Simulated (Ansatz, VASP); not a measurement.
**ZnO in VASP and in Ansatz**

```
CELL_PARAMETERS angstrom
3.23175 0.00000 0.00000
-1.61587 2.79878 0.00000
0.00000 0.00000 5.21114
ATOMIC_POSITIONS crystal
Zn 0.33333 0.66667 0.00145
Zn 0.66667 0.33333 0.50145
O 0.33333 0.66667 0.38065
O 0.66667 0.33333 0.88065
```

Alike in both runs: functional PBEsol; k mesh 8 × 8 × 6; occupations gaussian, width 0.05 eV; no spin polarisation.

Ansatz relaxed the structure, and its values are those at the end. VASP's run is a single point on that final structure, the one shown.

|  | VASP | Ansatz |
| --- | --- | --- |
| version | VASP 6.6.1 | Ansatz 0.2.0 |
| potentials or method | VASP PAW PBE potentials, release 64 (Zn, O) | scalar-relativistic, plane waves, PAW |
| plane-wave cutoff (eV) | 520 | 420 |
| valence electrons in the cell | 36 | 36 |

|  | VASP | Ansatz | Ansatz less VASP |
| --- | --- | --- | --- |
| gap on the k mesh at the Fermi level (eV) | 0.69 | 0.70 | +0.014 |
| least direct gap on the mesh (eV) | 0.69 | 0.70 | +0.014 |
| pressure (GPa) | 0.9 | -0.1 | -1.02 |

Caveats: the PAW data sets were made with another functional, which shifts forces and pressure a little (VASP). Expect the measured gap to be larger: semilocal functionals such as PBEsol lack the derivative discontinuity.
